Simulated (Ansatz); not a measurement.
Pt:

```
Pt
1.0
     2.76067    0.00000    0.00000
    -1.38033    2.39081    0.00000
     0.00000    0.00000    4.79213
Pt
2
Direct
  0.33333 0.66667 0.25000
  0.66667 0.33333 0.75000
```

This isn't the form of Pt at room conditions, which is fcc.

Program: Ansatz 0.2.0. Alike in all runs: task projected density of states; potentials or basis Ansatz PAW; no spin polarisation; cell as given; k mesh 6 × 6 × 3; smearing fermi-dirac 0.05 eV; the mesh is coarse, so values aren't converged.

Question: Order these runs on this cell by their pressure, lowest first.
A. level LDA; cutoff (eV) 420
B. level r2SCAN0; cutoff (eV) 500
C. level PBE0; cutoff (eV) 420
D. level r2SCAN; cutoff (eV) 500
E. level PBEsol; cutoff (eV) 420

Answer: A (-16.9 GPa), B (-13.7 GPa), E (-11.9 GPa), C (-10.3 GPa), D (-7.6 GPa).

Caveats: all runs use coarse meshes; the PAW data sets come from PBE, with cores solved anew for the run's functional, which leaves a small shift of forces and pressure; the density of states is complete only up to the lowest level of the last band computed; the thresholds are loose for stress (some runs).
